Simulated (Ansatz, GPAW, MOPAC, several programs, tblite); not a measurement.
## MoTe2 (1T monolayer) from semi-empirical methods to plane-wave DFT

A free-standing 1T monolayer of MoTe2, relaxed with r2SCAN in Ansatz, was computed with several methods. In-plane lattice: a = 3.530 Å, b = 3.530 Å, γ = 120.0°; thickness between the outer nuclei 3.66 Å. Around Mo lie 6 Te at 2.74 Å; around Te lie 3 Mo at 2.74 Å. No spin polarisation and no zero-point or thermal motion; the cell was built from a prototype and may be hypothetical.

```yaml
crystal:
  lattice:
    - [3.53050, 0.00000, 0.00000]
    - [-1.76525, 3.05750, 0.00000]
    - [0.00000, 0.00000, 30.99778]
  atoms:
    - { symbol: Mo, position: [0.00000, 0.00000, 0.29034] }
    - { symbol: Te, position: [0.33333, 0.66667, 0.34931] }
    - { symbol: Te, position: [0.66667, 0.33333, 0.23138] }
```
Periodic in the plane only; c spans the vacuum.

Gaps and times are for a single point on this cell. Times are rough, from shared hosts (Arm Neoverse V1), and each method has its own mesh and cell size. PM7 (MOPAC) and PM6 (MOPAC): levels, charges or heat of formation failed a check of plausibility, so no values are given. PM6 (MOPAC), PM7 (MOPAC), GFN1-xTB (tblite), GFN2-xTB (tblite) treat a cluster of cells at its zone centre, which samples few k points: where these miss a band edge, the gap comes out too large for that reason alone. Gaps from k meshes are read at a limited set of points (mesh, symmetry points, PBE's band edges), so each method's own least gap may be somewhat smaller. xTB and the PM methods were fitted mostly to molecules, and can miss a solid's gap by electronvolts. Minimal bases can be far off for gaps. d marks a direct gap, i an indirect one (no mark: not told apart), a dash a value that wasn't computed or didn't pass its checks.

| method | kind | gap (eV) | atoms computed | processor time |
| --- | --- | --- | --- | --- |
| GFN1-xTB (tblite) | tight binding | 0 | 27 | 1.1 s |
| PM7 (MOPAC) | semi-empirical | – | 27 | 1.3 s |
| GFN2-xTB (tblite) | tight binding | 0 | 27 | 1.3 s |
| light PBE (260 eV and a coarse mesh) | light plane-wave | overlap 0.18 | 3 | 4.1 s |
| PM6 (MOPAC) | semi-empirical | – | 27 | 8.1 s |
| PBE/single zeta (GPAW) | small basis | overlap 0.15 | 3 | 9.6 s |
| PBE | semilocal | overlap 0.18 | 3 | 13 s |
| r2SCAN | semilocal | overlap 0.18 | 3 | 36 s |

With PBE and r2SCAN the bands overlap or touch, or nearly. Semilocal functionals can close a real gap, so this doesn't show a metal; small gaps of other methods may in turn close between the points read or with spin-orbit coupling, and the solid may be a semimetal.

No spin-orbit coupling is included; it can move band edges with weight on the heavy atoms by tenths of an eV.
